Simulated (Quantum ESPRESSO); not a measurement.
Runs of Quantum ESPRESSO 7.5 on TiTe2. The structure is trigonal, space group P-3m1 (No. 164). Conventional cell: a = 3.777 Å, b = 3.777 Å, c = 6.498 Å, α = 90.00°, β = 90.00°, γ = 120.00°. Te (site symmetry 3m) has 3 Ti at 2.77 Å as nearest neighbours. Around Ti (site symmetry -3m) lie 6 Te at 2.77 Å. 

| task | level | potentials or basis | U | cell | k mesh | cutoff (eV) | smearing | mixing beta | form of the LDA correlation | k mesh for the Wannier functions | start of the occupations | hubbard projectors | gap on the mesh (eV) | pressure (GPa) | largest force (eV/Å) |
| --- | --- | --- | --- | --- | --- | --- | --- | --- | --- | --- | --- | --- | --- | --- | --- |
| single point | PBE | SSSP 1.3 efficiency PBE | - | as given | 8 × 8 × 4 | 748 | fermi-dirac 0.05 eV | 0.5 | - | - | - | - | none | 1.0 | (a) |
| Wannier functions | LDA | JTH 2.0 LDA | - | as given | 6 × 6 × 3 | 490 | fermi-dirac 0.05 eV | 0.5 | PW92 | 5 × 5 × 2 | - | - | none | -4.0 | 0.35 |
| Hubbard U by linear response | LDA+U | JTH 2.0 LDA | Ti d U = 0.0001 eV | as given | 6 × 6 × 4 | 490 | cold 0.136 eV | 0.3 | PW92 | - | default | ortho-atomic | none | -4.0 | 0.35 |
| phonons | PBEsol | GBRV 1.5 PBEsol | - | relaxed | 8 × 8 × 4 | 612 | gaussian 0.272 eV | 0.5 | - | - | - | - | none | 0.0 | - |
| band structure | LDA | PseudoDojo 0.4.1 SR LDA standard | - | as given | 8 × 8 × 4 | 1143 | fermi-dirac 0.05 eV | 0.5 | PW92 | - | - | - | none | -4.0 | 0.31 |
| phonons | LDA | JTH 2.0 LDA | - | relaxed | 8 × 8 × 4 | 490 | methfessel-paxton 0.272 eV | 0.5 | PW92 | - | - | - | none | 0.0 | - |
| phonons | PBE | JTH 2.0 PBE | - | relaxed | 8 × 8 × 4 | 490 | cold 0.2 eV | 0.5 | - | - | - | - | none | 0.0 | - |

Alike in all rows: no spin polarisation.

Task: Fill in the values left out.

Result: (a) 0.03.

Caveats: the cutoff is low for these files, which shifts pressure and relaxed volume (some runs); this functional lacks dispersion, which binds the layers, so the pressure and a relaxed spacing across them are unreliable (some runs); the mesh is thin for the phonons of a metal (some runs); the layers were relaxed without a dispersion term, so their spacing and the soft interlayer modes are unreliable (some runs); the Wannier minimisation didn't converge (some runs); U without spin polarisation on a metal has little footing (some runs); the U is typed as a test and isn't derived for this compound (some runs).

A k mesh can miss the band edges, and the runs leave out spin-orbit coupling on Te.

A gap of «none» marks a metal or a gap under the smearing width.

Not every run made on this cell is shown here.
